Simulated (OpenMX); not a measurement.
# GaSb (F-43m) in OpenMX: further runs, part 2 of 2

OpenMX 3.8.5.

### Step 3. Single point, PBE, 28.62 Å³/atom

GaSb.dat

```
System.CurrrentDirectory             ./
System.Name                          GaSb
DATA.PATH                            ./DFT_DATA13
level.of.stdout                      1
level.of.fileout                     0
Species.Number                       2
<Definition.of.Atomic.Species
  Sb  Sb7.0-s3p2d2f1         Sb_PBE13
  Ga  Ga7.0-s3p2d2f1         Ga_PBE13
Definition.of.Atomic.Species>

Atoms.Number                         2
Atoms.SpeciesAndCoordinates.Unit     FRAC
<Atoms.SpeciesAndCoordinates
    1  Sb    0.7500000000    0.7500000000    0.7500000000   7.500  7.500
    2  Ga    0.0000000000    0.0000000000    0.0000000000   6.500  6.500
Atoms.SpeciesAndCoordinates>

Atoms.UnitVectors.Unit               Ang
<Atoms.UnitVectors
     0.0000000000    3.0590000000    3.0590000000
     3.0590000000    0.0000000000    3.0590000000
     3.0590000000    3.0590000000    0.0000000000
Atoms.UnitVectors>

scf.XcType                           GGA-PBE
scf.SpinPolarization                 off
scf.ElectronicTemperature            580.226
scf.energycutoff                     500.0
scf.maxIter                          100
scf.EigenvalueSolver                 band
scf.Kgrid                            9 9 9
scf.Mixing.Type                      rmm-diisk
scf.Init.Mixing.Weight               0.05
scf.Min.Mixing.Weight                0.001
scf.Max.Mixing.Weight                0.3
scf.Mixing.History                   25
scf.Mixing.StartPulay                8
scf.criterion                        1.0e-8
MD.Type                              nomd
```

Potentials or basis: OpenMX 2013 PBE set, Sb7.0-s3p2d2f1, Ga7.0-s3p2d2f1, fixed grid of 48 × 48 × 48 points.

Started as:

```
$ openmx GaSb.dat -nt 1 > GaSb.std
```

It took 2.2 min on 1 thread of Intel Xeon Platinum 8488C (Sapphire Rapids), shared host; peak memory 0.96 GiB.

Results (log left out):

- Free energy: -4448.8155 eV
- Band gap on the k mesh: none (metal or under the smearing width)
- Mulliken charges: Sb +0.59; Ga -0.59 e

Caveat: Mulliken charges move with the basis; the basis of atomic orbitals isn't converged, which shifts pressures, moduli and gaps.

### Step 4. Single point, PBE, 28.05 Å³/atom (volume scaled by 0.98)

Changes to GaSb.dat since step 3:

```diff
@@ -20,5 +20,5 @@
 <Atoms.UnitVectors
-     0.0000000000    3.0590000000    3.0590000000
-     3.0590000000    0.0000000000    3.0590000000
-     3.0590000000    3.0590000000    0.0000000000
+     0.0000000000    3.0384691801    3.0384691801
+     3.0384691801    0.0000000000    3.0384691801
+     3.0384691801    3.0384691801    0.0000000000
 Atoms.UnitVectors>
@@ -28,3 +28,2 @@
 scf.ElectronicTemperature            580.226
-scf.energycutoff                     500.0
 scf.maxIter                          100
@@ -40 +39,3 @@
 MD.Type                              nomd
+scf.Ngrid                            48 48 48
+scf.energycutoff                     500.0
```

Started as:

```
$ openmx GaSb.dat -nt 1 > GaSb.std
```

It took 2.2 min on 1 thread of Intel Xeon Platinum 8488C (Sapphire Rapids), shared host; peak memory 0.97 GiB.

It converged, with:

- Free energy: -4448.7822 eV
- Band gap on the k mesh: 0.15 eV, direct
- Mulliken charges: Sb +0.56; Ga -0.56 e

Caveat: Mulliken charges move with the basis; spin-orbit coupling is left out, which moves the levels of the heavy elements; an odd mesh through Γ misses points on the zone boundary, where band edges often lie; the basis of atomic orbitals isn't converged, which shifts pressures, moduli and gaps.

### Step 5. Single point, PBE, 29.20 Å³/atom (volume scaled by 1.02)

Changes to GaSb.dat since step 4:

```diff
@@ -20,5 +20,5 @@
 <Atoms.UnitVectors
-     0.0000000000    3.0384691801    3.0384691801
-     3.0384691801    0.0000000000    3.0384691801
-     3.0384691801    3.0384691801    0.0000000000
+     0.0000000000    3.0792588685    3.0792588685
+     3.0792588685    0.0000000000    3.0792588685
+     3.0792588685    3.0792588685    0.0000000000
 Atoms.UnitVectors>
```

Started as:

```
$ openmx GaSb.dat -nt 1 > GaSb.std
```

It took 2.2 min on 1 thread of Intel Xeon Platinum 8488C (Sapphire Rapids), shared host; peak memory 0.95 GiB.

Results (log left out):

| Property | Result |
| --- | --- |
| Free energy | -4448.8393 eV |
| Band gap on the k mesh | none (metal or under the smearing width) |
| Mulliken charges | Sb +0.61; Ga -0.61 e |

Caveat: Mulliken charges move with the basis; the basis of atomic orbitals isn't converged, which shifts pressures, moduli and gaps.

### Step 6. Single point, PBE, 27.48 Å³/atom (volume scaled by 0.96)

Changes to GaSb.dat since step 5:

```diff
@@ -20,5 +20,5 @@
 <Atoms.UnitVectors
-     0.0000000000    3.0792588685    3.0792588685
-     3.0792588685    0.0000000000    3.0792588685
-     3.0792588685    3.0792588685    0.0000000000
+     0.0000000000    3.0176570942    3.0176570942
+     3.0176570942    0.0000000000    3.0176570942
+     3.0176570942    3.0176570942    0.0000000000
 Atoms.UnitVectors>
```

Potentials or basis: OpenMX 2013 PBE set, Sb7.0-s3p2d2f1, Ga7.0-s3p2d2f1, fixed grid of 48 × 48 × 48 points.

Started as:

```
$ openmx GaSb.dat -nt 1 > GaSb.std
```

Run time: 2.9 min. Hardware: 1 thread of Intel Xeon Platinum 8488C (Sapphire Rapids), shared host; peak memory 1 GiB.

The run converged. Its results:

```yaml
Free_energy: -4448.7402 eV
Band_gap_on_the_k_mesh: 0.30 eV, direct
Mulliken_charges: Sb +0.54; Ga -0.54 e
```

Caveat: Mulliken charges move with the basis; spin-orbit coupling is left out, which moves the levels of the heavy elements; an odd mesh through Γ misses points on the zone boundary, where band edges often lie; the basis of atomic orbitals isn't converged, which shifts pressures, moduli and gaps.

### Step 7. Single point, PBE, 29.77 Å³/atom (volume scaled by 1.04)

Changes to GaSb.dat since step 6:

```diff
@@ -20,5 +20,5 @@
 <Atoms.UnitVectors
-     0.0000000000    3.0176570942    3.0176570942
-     3.0176570942    0.0000000000    3.0176570942
-     3.0176570942    3.0176570942    0.0000000000
+     0.0000000000    3.0992546163    3.0992546163
+     3.0992546163    0.0000000000    3.0992546163
+     3.0992546163    3.0992546163    0.0000000000
 Atoms.UnitVectors>
```

Started as:

```
$ openmx GaSb.dat -nt 1 > GaSb.std
```

Run time: 2.1 min. Hardware: 1 thread of Intel Xeon Platinum 8488C (Sapphire Rapids), shared host; peak memory 0.94 GiB.

The run converged. Its results:

| Property | Result |
| --- | --- |
| Free energy | -4448.8556 eV |
| Band gap on the k mesh | none (metal or under the smearing width) |
| Mulliken charges | Sb +0.62; Ga -0.62 e |

Caveat: Mulliken charges move with the basis; the basis of atomic orbitals isn't converged, which shifts pressures, moduli and gaps.

### Step 8. Single point, PBE, 26.91 Å³/atom (volume scaled by 0.94)

Changes to GaSb.dat since step 7:

```diff
@@ -20,5 +20,5 @@
 <Atoms.UnitVectors
-     0.0000000000    3.0992546163    3.0992546163
-     3.0992546163    0.0000000000    3.0992546163
-     3.0992546163    3.0992546163    0.0000000000
+     0.0000000000    2.9965539066    2.9965539066
+     2.9965539066    0.0000000000    2.9965539066
+     2.9965539066    2.9965539066    0.0000000000
 Atoms.UnitVectors>
```

Started as:

```
$ openmx GaSb.dat -nt 1 > GaSb.std
```

It took 2.9 min on 1 thread of Intel Xeon Platinum 8488C (Sapphire Rapids), shared host; peak memory 1 GiB.

The run converged. Its results:

* Free energy: -4448.6877 eV
* Band gap on the k mesh: 0.45 eV, direct
* Mulliken charges: Sb +0.51; Ga -0.51 e

Caveat: Mulliken charges move with the basis; spin-orbit coupling is left out, which moves the levels of the heavy elements; an odd mesh through Γ misses points on the zone boundary, where band edges often lie; the basis of atomic orbitals isn't converged, which shifts pressures, moduli and gaps.

### Step 9. Single point, PBE, 30.34 Å³/atom (volume scaled by 1.06)

Changes to GaSb.dat since step 8:

```diff
@@ -20,5 +20,5 @@
 <Atoms.UnitVectors
-     0.0000000000    2.9965539066    2.9965539066
-     2.9965539066    0.0000000000    2.9965539066
-     2.9965539066    2.9965539066    0.0000000000
+     0.0000000000    3.1189956238    3.1189956238
+     3.1189956238    0.0000000000    3.1189956238
+     3.1189956238    3.1189956238    0.0000000000
 Atoms.UnitVectors>
```

Potentials or basis: OpenMX 2013 PBE set, Sb7.0-s3p2d2f1, Ga7.0-s3p2d2f1, fixed grid of 48 × 48 × 48 points.

Started as:

```
$ openmx GaSb.dat -nt 1 > GaSb.std
```

Wall time 2.1 min (1 thread of Intel Xeon Platinum 8488C (Sapphire Rapids), shared host); peak memory 0.93 GiB.

The run converged. Its results:

| Quantity | Value |
| --- | --- |
| Free energy | -4448.8660 eV |
| Band gap on the k mesh | none (metal or under the smearing width) |
| Mulliken charges | Sb +0.64; Ga -0.64 e |

Caveat: Mulliken charges move with the basis; the basis of atomic orbitals isn't converged, which shifts pressures, moduli and gaps.

### Step 10. Equation of state, PBE

Potentials or basis: OpenMX 2013 PBE set, Sb7.0-s3p2d2f1, Ga7.0-s3p2d2f1, fixed grid of 48 × 48 × 48 points.

No new run: the results of the series are fitted here.

What came out:

| Property | Result |
| --- | --- |
| Equilibrium volume | 31.02 Å³/atom (rough: see the caveat) |
| Bulk modulus | 40 GPa (rough) |

Energy against volume, from the lowest point:
| volume (Å³/atom) | energy (meV/atom) |
| --- | --- |
| 26.907 | 89.14 |
| 27.480 | 62.89 |
| 28.052 | 41.90 |
| 28.625 | 25.23 |
| 29.197 | 13.33 |
| 29.770 | 5.20 |
| 30.342 | 0.00 |

Caveat: the minimum lies outside the volumes run; volumes in these bases differ from converged ones by about 1 %, for some elements by several; the basis of atomic orbitals isn't converged, which shifts pressures, moduli and gaps.
